# The gap of cubic hafnia under uniform stretching

Change the volume of cubic HfO₂ by one per cent and its computed band gap moves by about 0.03 eV. Change every edge of the cell by one per cent, which alters the volume by about three per cent, and the gap moves by about 0.08 eV. These notes ask which way it moves, why, and what the gap will be in a cell whose result is still hidden.

## The known cells

The crystal has the fluorite structure: each hafnium has eight oxygen neighbours and each oxygen has four hafnium neighbours. All cells keep this arrangement and differ only in size. In the table, volume is counted per atom and the shortest distance is that between Hf and O. The gap on mesh is the smallest energy between filled and empty levels on the sampled points. The direct gap compares levels at the same point, that is, for electron waves with the same wavevector.

Quantum ESPRESSO 7.5 calculations with the PBEsol functional and scalar-relativistic PseudoDojo 0.4.1 standard pseudopotentials for cubic HfO₂ (Fm-3m), without spin polarisation or spin–orbit coupling. The plane-wave cutoff is 1142.88 eV. The self-consistent k mesh is 10×10×10, and the gaps are read from levels on a 4×4×4 mesh.

```
volume (Å³/atom)  shortest distance (Å)  gap on mesh (eV)  direct gap on mesh (eV)
           9.814                  2.122             3.965                    3.965
          10.260                  2.154             3.853                    3.853
          10.706                  2.185             3.746                    3.746
          11.152                  2.215             3.641                    3.641
          11.598                  2.244             3.540                    3.540
          12.044                  2.272                 ?                        ?
```

From the smallest known cell to the largest, the volume grows by 18 % and the gap falls by 0.43 eV. It falls at every known step. The smallest gap is also the direct one in each of these cells.

## What band narrowing would do

A familiar picture says that stretching should open a gap. Atoms that move apart overlap less, so their levels spread into narrower bands, and narrower bands leave more room between them. The first half of this picture holds here. At X, the point on the zone boundary where both gap edges lie in the two cells with printed levels, the six oxygen 2p levels span 6.93 eV at 10.260 Å³ per atom and 6.14 eV at 11.598 Å³.

Yet the gap between these two cells shrinks. The bands must therefore also be moving towards each other, and by enough to outweigh their narrowing.

## Two movements in one gap

To see this, we need a reference level inside each cell. The absolute levels of a periodic calculation have no common zero from one volume to the next, so their fall on stretching has no direct meaning. The average of the six oxygen 2p levels at X serves as a local reference.

Measured from this average, the filled edge comes down by 0.30 eV between the two cells. This is the narrowing at work: the top of the oxygen band moves towards its middle, which by itself would widen the gap. The empty edge comes down by 0.61 eV, which by itself would reduce the gap. The net change is

$$
-0.61-(-0.30)=-0.31\ \mathrm{eV}.
$$

The gap thus shrinks because the empty edge sinks about twice as far as the filled one. The division into two parts depends on the chosen average; the net change does not.

## Why the empty edge sinks

In a compound of Hf⁴⁺ and O²⁻, the filled edge belongs mainly to oxygen 2p and the empty edge mainly to hafnium 5d. This assignment rests on ordinary chemistry, since the calculation printed no orbital composition. An electron on oxygen is surrounded by positive hafnium ions, which lower its energy. An electron on hafnium is surrounded by negative oxygen ions, which raise it.

This electrostatic separation, the Madelung effect, varies as one over the distance between the ions. Stretching weakens it, and the hafnium levels approach the oxygen levels. This gives the observed direction.

The deep hafnium 5s level offers a check. It is compact and hardly takes part in bonding, so it roughly follows the potential at its own ion, though it also responds to changes in that ion's charge. Measured from the same oxygen 2p average at X, it comes down by 0.95 eV between the two cells. The mean of the two oxygen 2s levels at X, by contrast, keeps its distance from the 2p average to within about 0.02 eV. Singly, the lower one rises by 0.19 eV and the upper one falls by 0.23 eV against that average, because the splitting between them shrinks; it is their mean that serves as the oxygen counterpart to the 5s level. Hafnium levels do sink relative to oxygen, as the electrostatic argument says.

The empty edge sinks by only 0.61 eV, so it follows the 5s level part of the way. The other empty levels show what holds it back. The five lowest at X should be mainly the 5d set. Their average comes down by 1.14 eV, somewhat more than the 5s level, but their span shrinks from 4.81 to 4.05 eV. This narrowing brings the lowest of them 0.53 eV closer to their average, so the edge itself sinks by only 0.61 eV.

The size is harder. Ions with their full formal charges would bring the two sets of levels together by roughly 3 eV between the same two cells, several times the computed movement of the empty edge. Real charges are smaller and the electrons rearrange, so point ions explain the direction but not the amount. Even the 5s level moves by only about a third of the point-ion figure.

For a neighbouring ionic oxide, the useful question is therefore not only how fast the bands narrow. One must also ask how fast the cation levels approach the anion levels. The sign of the gap change depends on which movement is larger.

## A simple law for the gap

For a small uniform strain, the change in the gap should be proportional to the relative change in volume:

$$
\mathrm{d}E_g=a\,\frac{\mathrm{d}V}{V}.
$$

Here $E_g$ is the gap, $V$ the volume per atom and $a$ the volume deformation potential. If $a$ were constant, adding up the small changes would give a straight line in $\ln(V/V_0)$, where $V_0=11.152$ Å³ is the volume of the unscaled cell. To let $a$ vary a little with strain, we add one more term:

$$
E_g=E_0+a\ln\frac{V}{V_0}+b\left(\ln\frac{V}{V_0}\right)^2 .
$$

The three constants were fitted to the five known cells. The fit gives $a=-2.57$ eV, or a loss of 0.026 eV for each per cent of added volume near $V_0$. The curvature $b$ is small and improves the fit by only about a thousandth of an electronvolt. It is more than rounding, however. Taken with all their digits, the gaps fall with a slope that steepens from 2.52 eV between the two smallest cells to 2.59 eV between the two largest known ones. The fit describes this steepening but does not explain it.

## The forecast for the largest cell

A smooth law can fail if another level takes over as a gap edge. In the two cells with printed levels, the empty edge at X lies below the lowest empty level elsewhere on the mesh, and its lead grows from 0.11 to 0.14 eV. The filled edge at X leads by 0.23 eV in the smaller cell and by 0.19 eV in the larger. That lead shrinks, but it lost only about 0.04 eV over three volume steps, and the hidden cell is one step further. No change of edge is expected.

For the cell at 12.044 Å³, $\ln(V/V_0)=0.07695$. With the fitted constants,

$$
E_g=3.641-2.569\times0.07695-0.287\times0.07695^2=3.442\ \mathrm{eV}.
$$

The forecast is **3.442 ± 0.005 eV**, with the gap still direct. The error bar is a judgement. It covers rounding and the difference from the straight-line fit, which gives 3.445 eV. It refers to the result of this same calculation, not to a measured gap.

## The computed value

The withheld rows as computed:

```
volume (Å³/atom)  shortest distance (Å)  gap on mesh (eV)  direct gap on mesh (eV)
          12.044                  2.272             3.441                    3.441
```

The computed gap is 3.441 eV, so the forecast is about 0.001 eV too high and well inside its error bar. The gap is again direct, as expected. The straight line is about 0.004 eV too high, which is also inside the bar. For most purposes, a constant deformation potential would have been enough.

This cell was not part of the fit, but it lies only one small step beyond the fitted range. The hit shows that the gap continues smoothly there. It does not test the explanation in terms of ions and 5d states, because any smooth curve through the known cells would have come close. A stronger test would follow the levels of each cell against a common electrostatic reference and resolve their orbital character.

## Using the result

The slope can be used to estimate how a uniform change in volume shifts the gap of this cubic phase. Suppose the volume grows by 2 % from the unscaled cell. The gap then falls by about $2\times0.026=0.05$ eV. A film held by its substrate is a different problem, because it is stretched or squeezed in the plane and free to relax across it, which can also split levels that are equal in the cubic crystal.

The absolute gaps need more caution than their changes. PBEsol usually makes the gaps of insulators too small, and the coarse mesh may miss a slightly higher filled level or a slightly lower empty one between its points. Spin–orbit coupling was left out; it has no first-order effect on the single levels that form the edges at X. Cubic HfO₂ is also not the stable form under ordinary conditions, which is monoclinic, so the slope should not be carried over to that form without a calculation.

The printed analysis below gives both fits and the positions of the gap edges at X.

Printed output of the fit:

```
Gap along the series:
     row  gap_eV  step_eV  ln_V_over_V0
   9.814   3.965      n/a       -0.1278
   10.26   3.853   -0.112      -0.08337
  10.706   3.746   -0.107      -0.04081
  11.152   3.641   -0.105             0
  11.598    3.54   -0.101       0.03921
  12.044   3.441   -0.099       0.07695
Gap change from smallest to largest known cell (eV): -0.425
Volume change over the same rows (percent): 18.18
fit of gap_on_mesh on 5 rows: constant 3.641 +/- 0.00063, coefficient of lnv -2.544 +/- 0.0086; rms 0.000881, worst 10.706 -0.00143, leave-one-out rms 0.00169
  rows outside the fit (model, value, miss): 12.044 3.445, 3.441, 0.004
fit of gap_on_mesh on 5 rows: constant 3.641 +/- 0.00026, coefficient of lnv -2.569 +/- 0.0068, coefficient of lnv**2 -0.2869 +/- 0.067; rms 0.000275, worst 10.706 -0.00043, leave-one-out rms 0.000717
  rows outside the fit (model, value, miss): 12.044 3.442, 3.441, 0.000774
Gap change per 1 percent of volume at the given cell, curved fit (eV): -0.02569
Forecast for the withheld row, curved fit (eV): 3.442
Forecast for the withheld row, straight fit (eV): 3.445
Stated error bar of the forecast, a judgement (eV): 0.005
Withheld row, direct gap less smallest gap (eV): 0
O 2p span at X, row 10.260 (eV): 6.932
O 2p span at X, row 11.598 (eV): 6.135
Filled edge above O 2p mean at X, row 10.260 (eV): 2.917
Filled edge above O 2p mean at X, row 11.598 (eV): 2.619
Empty edge above O 2p mean at X, row 10.260 (eV): 6.77
Empty edge above O 2p mean at X, row 11.598 (eV): 6.158
Change of filled edge against the mean, 10.260 to 11.598 (eV): -0.2983
Change of empty edge against the mean, 10.260 to 11.598 (eV): -0.6122
Change of gap, 10.260 to 11.598 (eV): -0.313
Empty edge at X below the next mesh point, row 10.260 (eV): 0.1115
Empty edge at X below the next mesh point, row 11.598 (eV): 0.1412
Filled edge at X above the next mesh point, row 10.260 (eV): 0.2288
Filled edge at X above the next mesh point, row 11.598 (eV): 0.1905
Crude formal-ion change of cation-anion separation, 10.260 to 11.598 (eV): -2.681
```
